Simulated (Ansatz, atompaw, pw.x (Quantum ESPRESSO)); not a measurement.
# pw.x on fcc Te: one setting changed

Potential: PAW, atompaw 4.2.0.5, PBEsol; core [Kr] 4d10, reference 5s2 5p4; waves: 5s (bound): rc 1.85 bohr; 5s channel at 1.5 Ry: rc 2.55 bohr; 5p (bound): rc 2.50 bohr; 5p channel at 2.1 Ry: rc 2.55 bohr; 5d channel at 0.4 Ry: rc 2.55 bohr; 5d channel at 2.25 Ry: rc 2.55 bohr; local part: ultrasoft scheme with l = 3 at 0 Ry, radius 2.10 bohr; core correction: smooth core density matched at 1.40 bohr; augmentation: sinc compensation charge, radius 2.15 bohr; PAW radius 2.55 bohr; waves and projectors: custom polynom2 7 10 vanderbiltortho.

The reference run (k-mesh 12³, cutoffs 45/450 Ry, Fermi–Dirac 0.01 Ry, mixing_beta 0.4, conv_thr 1e-9, no spin) gives -0.72 GPa at 26.840 Å³/atom, where all-electron LAPW gives 0.12 GPa. This run, with its own iteration cap, changes k-mesh points per axis to 6.

```
&control
  calculation='scf', prefix='x', pseudo_dir='./', outdir='./tmp', tstress=.true., disk_io='none'
/
&system
  ibrav=0, nat=1, ntyp=1, ecutwfc=45, ecutrho=450, nbnd=10,
  occupations='smearing', smearing='fd', degauss=0.01
/
&electrons
  conv_thr=1e-09, mixing_beta=0.4, electron_maxstep=70
/
ATOMIC_SPECIES
Te 1.0 Te.UPF
CELL_PARAMETERS angstrom
  0.00000000 2.37638885 2.37638885
  2.37638885 0.00000000 2.37638885
  2.37638885 2.37638885 0.00000000
ATOMIC_POSITIONS crystal
Te 0.0000 0.0000 0.0000
K_POINTS automatic
6 6 6 0 0 0
```

```bash
pw.x < Te.scf.in > Te.scf.out
```

Q: How does the run end?

A: It converges in 6 iterations; the free energy moves by +25.2 meV/atom and the pressure by -0.15 GPa.

```
Message from routine setup:
     using ibrav=0 with symmetry is DISCOURAGED, use correct ibrav instead
     lattice parameter (alat)  =       6.3508  a.u.
     unit-cell volume          =     181.1253 (a.u.)^3
     number of electrons       =         6.00
     number of Kohn-Sham states=           10
     kinetic-energy cutoff     =      45.0000  Ry
     charge density cutoff     =     450.0000  Ry
     scf convergence threshold =      1.0E-09
     Exchange-correlation= SLA PW PSX PSC
     number of k points=    16  Fermi-Dirac smearing, width (Ry)=  0.0100
     iteration #  1     ecut=    45.00 Ry     beta= 0.40
     c_bands:  1 eigenvalues not converged
     c_bands:  1 eigenvalues not converged
     c_bands:  2 eigenvalues not converged
     c_bands:  1 eigenvalues not converged
     c_bands:  1 eigenvalues not converged
     c_bands:  1 eigenvalues not converged
     total energy              =    -356.75650125 Ry
     estimated scf accuracy    <       0.00177652 Ry
     iteration #  2     ecut=    45.00 Ry     beta= 0.40
     total energy              =    -356.75685505 Ry
     estimated scf accuracy    <       0.00054771 Ry
     iteration #  3     ecut=    45.00 Ry     beta= 0.40
     total energy              =    -356.75690102 Ry
     estimated scf accuracy    <       0.00000371 Ry
     iteration #  4     ecut=    45.00 Ry     beta= 0.40
     [... 1 repeated lines left out ...]
     total energy              =    -356.75690529 Ry
     estimated scf accuracy    <       0.00000125 Ry
     iteration #  5     ecut=    45.00 Ry     beta= 0.40
     [... 1 repeated lines left out ...]
     total energy              =    -356.75690536 Ry
     estimated scf accuracy    <       0.00000016 Ry
     iteration #  6     ecut=    45.00 Ry     beta= 0.40
     the Fermi energy is     8.4653 ev
!    total energy              =    -356.75690540 Ry
     estimated scf accuracy    <          2.7E-10 Ry
     smearing contrib. (-TS)   =      -0.00477853 Ry
     convergence has been achieved in   6 iterations
          total   stress  (Ry/bohr**3)                   (kbar)     P=       -8.71
     Message from routine punch:
     Nothing written, as per user request (disk_io='none')
```

The run took about 5.4 s on one core of a shared server CPU.
